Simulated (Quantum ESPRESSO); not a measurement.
# SrCl2 in Quantum ESPRESSO: the effect of functional

Crystal: SrCl2.

```
Sr Cl
1.0
     0.00000    3.48835    3.48835
     3.48835    0.00000    3.48835
     3.48835    3.48835    0.00000
Sr Cl
1 2
Direct
  0.00000 0.00000 0.00000
  0.75000 0.75000 0.75000
  0.25000 0.25000 0.25000
```

Alike in all runs:

* Program: Quantum ESPRESSO 7.5
* Task: dielectric tensor
* Cutoff: 925 eV
* Density cutoff: 3701 eV
* k mesh: 4 × 4 × 4, shifted
* Occupations: fermi-dirac, width 0.05 eV
* Spin: no spin polarisation

```tsv
functional	potentials or basis	pressure (GPa)	dielectric constant (mean)
LDA	PseudoDojo 0.4.1 SR LDA standard	-2.9	3.01
PBEsol	PseudoDojo 0.4.1 SR PBEsol standard	-1.1	2.97
WC	PseudoDojo 0.4.1 SR PBE standard	-1.0	2.97
BLYP	PseudoDojo 0.4.1 SR PBE standard	2.8	2.90
AM05	PseudoDojo 0.4.1 SR PBE standard	?	?
```

What does the run with functional AM05 give?

Pressure -0.1 GPa; dielectric constant 2.94 mean.

Caveats: the potentials were made for another functional, which shifts forces and pressure (some runs).

Runs at the PBE level aren't shown here.
